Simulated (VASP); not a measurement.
# BaS (Fm-3m) in VASP: notebook

The runs below take BaS through phonons, elastic constants, with PBEsol.

All numbers are computed with VASP 6.6.1; they aren't measurements. Logs are shortened: lines on timing, memory, paths and dates and some standing lists are left out, and cuts for length are marked.

### Step 1. The crystal as given

It takes space group Fm-3m (No. 225, cubic). The conventional cell has a = 6.388 Å, b = 6.388 Å, c = 6.388 Å, α = 90.00°, β = 90.00°, γ = 90.00°. Around Ba (site symmetry m-3m) lie 6 S at 3.19 Å. S (site symmetry m-3m) is surrounded by 6 Ba at 3.19 Å.

### Step 2. Phonons, PBEsol

The input, POSCAR:

```
BaS
1.0
    0.0000000000      3.1937500000      3.1937500000
    3.1937500000      0.0000000000      3.1937500000
    3.1937500000      3.1937500000      0.0000000000
Ba S
1 1
Direct
    0.0000000000      0.0000000000      0.0000000000
    0.5000000000      0.5000000000      0.5000000000
```

The input, INCAR.step1:

```
SYSTEM = BaS
PREC = Accurate
ENCUT = 600
EDIFF = 1E-8
ISMEAR = -1
SIGMA = 0.05
LREAL = .FALSE.
LASPH = .TRUE.
NELM = 80
ALGO = Normal
ISIF = 3
LWAVE = .FALSE.
LCHARG = .FALSE.
GGA = PS
IBRION = 2
NSW = 40
EDIFFG = -0.002
```

The input, INCAR.step2:

```
SYSTEM = BaS
PREC = Accurate
ENCUT = 600
EDIFF = 1E-8
ISMEAR = -1
SIGMA = 0.05
LREAL = .FALSE.
LASPH = .TRUE.
NELM = 80
ALGO = Normal
ISIF = 2
LWAVE = .FALSE.
LCHARG = .FALSE.
GGA = PS
IBRION = 8
NSW = 1
```

The input, KPOINTS:

```
Automatic mesh
0
G
  5 5 5
  0 0 0
```

Potentials or basis: VASP PAW PBE potentials, release 64 (Ba_sv, S).

Run with:

```bash
$ cat potpaw_PBE.64/Ba_sv/POTCAR potpaw_PBE.64/S/POTCAR > POTCAR
$ cp INCAR.step1 INCAR
$ mpirun -np 1 vasp_std > vasp.out
$ cp CONTCAR POSCAR
$ cp INCAR.step2 INCAR
$ mpirun -np 1 vasp_std > vasp.out
```

OUTCAR:

```text
SYSTEM = BaS
   PREC = Accurate
   ENCUT = 600
   EDIFF = 1E-8
   ISMEAR = -1
   LREAL = .FALSE.
   LASPH = .TRUE.
   NELM = 80
   ISIF = 2
   GGA = PS
   IBRION = 8
   NSW = 1

 ion  position               nearest neighbor table
   1  0.000  0.000  0.000-   2 3.18   2 3.18   2 3.18   2 3.18   2 3.18   2 3.18
   2  0.500  0.500  0.500-   1 3.18   1 3.18   1 3.18   1 3.18   1 3.18   1 3.18

  LATTYP: Found a face centered cubic cell.
 ALAT       =     6.3633539097

  Lattice vectors:

 A1 = (   0.0000000000,   3.1816769548,   3.1816769548)
 A2 = (   3.1816769548,   0.0000000000,   3.1816769548)
 A3 = (   3.1816769548,   3.1816769548,   0.0000000000)

Analysis of symmetry for initial positions (statically):
=====================================================================
 Subroutine PRICEL returns:
 Original cell was already a primitive cell.

 Routine SETGRP: Setting up the symmetry group for a
 face centered cubic supercell.

 Subroutine GETGRP returns: Found 48 space group operations
 (whereof 48 operations were pure point group operations)
 out of a pool of 48 trial point group operations.

The static configuration has the point symmetry O_h .

Analysis of symmetry for dynamics (positions and initial velocities):
=====================================================================
 Subroutine PRICEL returns:
 Original cell was already a primitive cell.

 Routine SETGRP: Setting up the symmetry group for a
 face centered cubic supercell.

 Subroutine GETGRP returns: Found 48 space group operations
 (whereof 48 operations were pure point group operations)
 out of a pool of 48 trial point group operations.

The dynamic configuration has the point symmetry O_h .

 Subroutine INISYM returns: Found 48 space group operations
 (whereof 48 operations are pure point group operations),
 and found     1 'primitive' translations

----------------------------------------------------------------------------------------

                                     Primitive cell

  volume of cell :      64.4167

  direct lattice vectors                    reciprocal lattice vectors
     0.000000000  3.181676955  3.181676955    -0.157149832  0.157149832  0.157149832
     3.181676955  0.000000000  3.181676955     0.157149832 -0.157149832  0.157149832
     3.181676955  3.181676955  0.000000000     0.157149832  0.157149832 -0.157149832

  length of vectors
     4.499570701  4.499570701  4.499570701     0.272191494  0.272191494  0.272191494

  position of ions in fractional coordinates (direct lattice)
     0.000000000  0.000000000  0.000000000
     0.500000000  0.500000000  0.500000000

  ion indices of the primitive-cell ions
   primitive index   ion index
                 1           1
                 2           2

----------------------------------------------------------------------------------------

 KPOINTS: Automatic mesh

Automatic generation of k-mesh.
 Grid dimensions read from file:
 generate k-points for:    5    5    5

 Generating k-lattice:

  Cartesian coordinates                     Fractional coordinates (reciprocal lattice)
    -0.031429966  0.031429966  0.031429966     0.200000000  0.000000000  0.000000000
     0.031429966 -0.031429966  0.031429966     0.000000000  0.200000000  0.000000000
     0.031429966  0.031429966 -0.031429966     0.000000000  0.000000000  0.200000000

  Length of vectors
     0.054438299  0.054438299  0.054438299

  Shift w.r.t. Gamma in fractional coordinates (k-lattice)
     0.000000000  0.000000000  0.000000000

 Subroutine IBZKPT returns following result:
 ===========================================

[... 66 lines left out ...]
 maximum number of plane-waves:      2168
   NGX = 17   NGY = 17   NGZ = 17

--------------------------------------- Ionic step        1  -------------------------------------------

 number of electron      16.0000001 magnetization

 Free energy of the ion-electron system (eV)
  ---------------------------------------------------
  ext. energy  EPLUGINS =         0.00000000
  ---------------------------------------------------
  free energy    TOTEN  =       -10.71830204 eV

  energy without entropy =      -10.71830204  energy(sigma->0) =      -10.71830204

 E-fermi :   2.4270     XC(G=0):  -8.8700

 val. band max:        1.4033722317   @ k =   0.0000   0.0000   0.0000
 cond. band min:       3.4822547006   @ k =   0.4000   0.4000   0.0000
 fundamental gap:      2.0788824688
 Fermi energy:         2.4270002312

 k-point     1 :       0.0000    0.0000    0.0000
  band No.  band energies     occupation
      1     -24.5993      2.00000
      2      -9.6404      2.00000
      3      -9.6404      2.00000
      4      -9.6404      2.00000
      5      -8.9666      2.00000
      6       1.4034      2.00000
      7       1.4034      2.00000
      8       1.4034      2.00000
      9       4.8658      0.00000
     10       5.1860      0.00000
     11       5.1860      0.00000
     12       5.1860      0.00000
[... 123 lines left out ...]
      1     -24.5398      2.00000
      2     -10.4098      2.00000
      3      -9.9357      2.00000
      4      -9.8621      2.00000
      5      -8.2101      2.00000
      6       0.1934      2.00000
      7       0.6502      2.00000
      8       0.9459      2.00000
      9       5.0049      0.00000
     10       6.5340      0.00000
     11       7.5562      0.00000
     12       8.5151      0.00000

------------------------ aborting loop because EDIFF is reached ----------------------------------------

  FORCE on cell =-STRESS in cart. coord.  units (eV):
  Direction    XX          YY          ZZ          XY          YZ          ZX
  --------------------------------------------------------------------------------------
  -------------------------------------------------------------------------------------
  Total        0.0000246      0.0000246      0.0000246      0.0000000      0.0000000      0.0000000
  in kB        0.0006124      0.0006124      0.0006124      0.0000000      0.0000000      0.0000000
  external PRESSURE =       0.0006124 kB  Pullay stress =       0.0000000 kB

 VOLUME and BASIS-vectors are now :
 -----------------------------------------------------------------------------
  energy-cutoff  :      600.00
  volume of cell :       64.42
      direct lattice vectors                 reciprocal lattice vectors
     0.000000000  3.181676955  3.181676955    -0.157149832  0.157149832  0.157149832
     3.181676955  0.000000000  3.181676955     0.157149832 -0.157149832  0.157149832
     3.181676955  3.181676955  0.000000000     0.157149832  0.157149832 -0.157149832

 POSITION                                       TOTAL-FORCE (eV/Angst)
 -----------------------------------------------------------------------------------
      0.00000      0.00000      0.00000         0.000000     -0.000000      0.000000
      3.18168      3.18168      3.18168        -0.000000      0.000000     -0.000000
 -----------------------------------------------------------------------------------
    total drift:                                0.000000      0.000000      0.000000

  FREE ENERGIE OF THE ION-ELECTRON SYSTEM (eV)
  ---------------------------------------------------
  free  energy   TOTEN  =       -10.7183020418 eV

  energy  without entropy=      -10.7183020416  energy(sigma->0) =      -10.71830204

[... ionic steps 2 to 3 ...]

--------------------------------------- Ionic step        4  -------------------------------------------

------------------------ aborting loop because EDIFF is reached ----------------------------------------

[... ionic steps 5 to 6 ...]

--------------------------------------- Ionic step        7  -------------------------------------------

 Free energy of the ion-electron system (eV)
  ---------------------------------------------------
  ---------------------------------------------------
  free energy    TOTEN  =        -0.11150713 eV

  energy without entropy =       -0.11150713

------------------------ aborting loop because EDIFF is reached ----------------------------------------

 INTERNAL STRAIN TENSOR  FOR ION    2  DIRECTION 1   (eV/Angst):
 -----------------------------------------------------------------------------
    -0.01890  0.00000  0.00000
    -0.00000  0.00387  0.00000
     0.00000  0.00000  0.00387

 INTERNAL STRAIN TENSOR FOR ION    2 for displacements in x,y,z  (eV/Angst):
          X           Y           Z          XY          YZ          ZX
  --------------------------------------------------------------------------------
  x     0.00000     0.00000     0.00000     0.00000     0.00000     0.00000
  y     0.00000     0.00000     0.00000     0.00000     0.00000     0.00000
  z     0.00000     0.00000     0.00000     0.00000     0.00000     0.00000

 SECOND DERIVATIVES (NOT SYMMETRIZED)
 ------------------------------------
               1X          1Y          1Z          2X          2Y          2Z
  1X    -2.035379    0.000000    0.000000    2.035379    0.000000    0.000000
  1Y     0.000000   -2.035379    0.000000    0.000000    2.035379    0.000000
  1Z     0.000000    0.000000   -2.035379    0.000000    0.000000    2.035379
  2X     2.026260    0.000000    0.000000   -2.026260    0.000000    0.000000
  2Y     0.000000    2.026260    0.000000    0.000000   -2.026260    0.000000
  2Z     0.000000    0.000000    2.026260    0.000000    0.000000   -2.026260

 Eigenvectors and eigenvalues of the dynamical matrix
 ----------------------------------------------------

   1 f  =    4.366473 THz    27.435360 2PiTHz  145.649866 cm-1    18.058274 meV
             X         Y         Z           dx          dy          dz
      0.000000  0.000000  0.000000     0.000000    0.435878    0.000000
      3.181677  3.181677  3.181677     0.000000   -0.900006    0.000000
[... 21 lines left out ...]
   6 f/i=    0.003846 THz     0.024164 2PiTHz    0.128282 cm-1     0.015905 meV
             X         Y         Z           dx          dy          dz
      0.000000  0.000000  0.000000     0.000000    0.000000    0.900006
      3.181677  3.181677  3.181677     0.000000    0.000000    0.435878

--------------------------------------------------------------------------------------------------------

 ELASTIC MODULI CONTR FROM IONIC RELAXATION (kBar)
 Direction    XX          YY          ZZ          XY          YZ          ZX
 --------------------------------------------------------------------------------
 XX           0.0000      0.0000      0.0000      0.0000      0.0000      0.0000
 YY           0.0000      0.0000      0.0000      0.0000      0.0000      0.0000
 ZZ           0.0000      0.0000      0.0000      0.0000      0.0000      0.0000
 XY           0.0000      0.0000      0.0000      0.0000      0.0000      0.0000
 YZ           0.0000      0.0000      0.0000      0.0000      0.0000      0.0000
 ZX           0.0000      0.0000      0.0000      0.0000      0.0000      0.0000
 --------------------------------------------------------------------------------
```

Wall time 62 s (1 thread of Intel Xeon 6975P-C (Granite Rapids), shared host); peak memory 0.26 GiB.

Results:

* Relaxed volume: 32.21 Å³/atom
* Relaxed cell: a = 4.500 Å, b = 4.500 Å, c = 4.500 Å, α = 60.00°, β = 60.00°, γ = 60.00°
* Space group after relaxing (to 0.05 Å): Fm-3m (No. 225)
* Highest phonon frequency at Γ, LO-TO splitting left out: 146 cm⁻¹

Step by step:
```tsv
step	energy change (eV)	largest force (eV/Å)	pressure (GPa)	volume (Å³)
1	0.0000	0.0000	-0.51	65.15
2	-0.0011	0.0000	0.17	64.18
3	-0.0012	0.0000	0.00	64.42
```

Final structure:
```
Ba S
1.0
     0.00000    3.18168    3.18168
     3.18168    0.00000    3.18168
     3.18168    3.18168    0.00000
Ba S
1 1
Direct
  0.00000 0.00000 0.00000
  0.50000 0.50000 0.50000
```

Phonon frequencies in cm⁻¹ (negative: imaginary):
```tsv
q point	frequencies
(0.000, 0.000, 0.000)	0 0 0 146 146 146
```

Caveat: the PAW data sets were made with another functional, which shifts forces and pressure a little. The run has no spin-orbit coupling, so splittings on Ba are missing.

### Step 3. Elastic constants, PBEsol

POSCAR is that of step 2.

The input, INCAR.step1:

```
PREC     = Accurate       # precision mode
ENCUT    = 600            # plane-wave cutoff, eV
EDIFF    = 1E-8           # SCF threshold, eV
ISMEAR   = -1             # smearing method
SIGMA    = 0.05           # smearing width, eV
LREAL    = F              # projectors in reciprocal space
LASPH    = T              # aspherical terms in the spheres
NELM     = 60             # most SCF steps
ALGO     = Fast           # electronic algorithm
ISIF     = 3              # what is computed and relaxed
LWAVE    = F              # write WAVECAR
LCHARG   = F              # write CHGCAR
GGA      = PS             # functional
IBRION   = 2              # ionic algorithm
NSW      = 40             # ionic steps
EDIFFG   = -0.002         # ionic threshold
```

The input, INCAR.step2:

```
PREC     = Accurate       # precision mode
ENCUT    = 600            # plane-wave cutoff, eV
EDIFF    = 1E-8           # SCF threshold, eV
ISMEAR   = -1             # smearing method
SIGMA    = 0.05           # smearing width, eV
LREAL    = F              # projectors in reciprocal space
LASPH    = T              # aspherical terms in the spheres
NELM     = 60             # most SCF steps
ALGO     = Fast           # electronic algorithm
ISIF     = 3              # what is computed and relaxed
LWAVE    = F              # write WAVECAR
LCHARG   = F              # write CHGCAR
GGA      = PS             # functional
IBRION   = 6              # ionic algorithm
NFREE    = 2            
POTIM    = 0.015          # step
NSW      = 1              # ionic steps
```

The input, KPOINTS:

```
Automatic mesh
0
Gamma
  5 5 5
```

Potentials or basis: VASP PAW PBE potentials, release 64 (Ba_sv, S).

Run with:

```bash
$ cat potpaw_PBE.64/Ba_sv/POTCAR potpaw_PBE.64/S/POTCAR > POTCAR
$ cp INCAR.step1 INCAR
$ mpirun -np 1 vasp_std > vasp.out
$ cp CONTCAR POSCAR
$ cp INCAR.step2 INCAR
$ mpirun -np 1 vasp_std > vasp.out
```

Run time: 3.1 min. Hardware: 1 thread of Intel Xeon 6975P-C (Granite Rapids), shared host; peak memory 0.26 GiB.

The run converged. Its results:

```yaml
Relaxed_volume: 32.21 Å³/atom
Relaxed_cell: a = 4.500 Å, b = 4.500 Å, c = 4.500 Å, α = 60.00°, β = 60.00°, γ = 60.00°
Space_group_after_relaxing_to_0.05_Å: Fm-3m (No. 225)
Elastic_constants_C11_C12_C44: 105, 17, 19 GPa
Voigt_bulk_modulus: 46 GPa
Highest_phonon_frequency_at_Γ_LO-TO_splitting_left_out: 146 cm⁻¹
```

The path:
| step | energy change (eV) | largest force (eV/Å) | pressure (GPa) | volume (Å³) |
| --- | --- | --- | --- | --- |
| 1 | 0.0000 | 0.0000 | -0.51 | 65.15 |
| 2 | -0.0011 | 0.0000 | 0.17 | 64.18 |
| 3 | -0.0012 | 0.0000 | 0.00 | 64.42 |

Final structure:
```
CELL_PARAMETERS angstrom
0.00000 3.18168 3.18168
3.18168 0.00000 3.18168
3.18168 3.18168 0.00000
ATOMIC_POSITIONS crystal
Ba 0.00000 0.00000 0.00000
S 0.50000 0.50000 0.50000
```

Phonon frequencies in cm⁻¹ (negative: imaginary):
| q point | frequencies |
| --- | --- |
| (0.000, 0.000, 0.000) | 0 0 0 146 146 146 |

Elastic tensor in Voigt notation (GPa, in the Cartesian axes of the cell as first typed):
```
105  17  17   0   0   0
 17 105  17   0   0   0
 17  17 105   0   0   0
  0   0   0  19   0   0
  0   0   0   0  19   0
  0   0   0   0   0  19
```

Clamped-ion elastic tensor (GPa):
```
105  17  17   0   0   0
 17 105  17   0   0   0
 17  17 105   0   0   0
  0   0   0  19   0   0
  0   0   0   0  19   0
  0   0   0   0   0  19
```

Caveat: the PAW data sets were made with another functional, which shifts forces and pressure a little.

### Step 4. For comparison

An earlier run on the cell as given: functional PBEsol; potentials or basis VASP PAW PBE potentials, release 64 (Ba_sv, S); cutoff 520 eV; k mesh 7 × 7 × 7; occupations fermi-dirac, width 0.05 eV; no spin polarisation.

- Pressure: -0.5 GPa
- Band gap on the k mesh: 2.04 eV, indirect (least direct gap 2.19 eV)
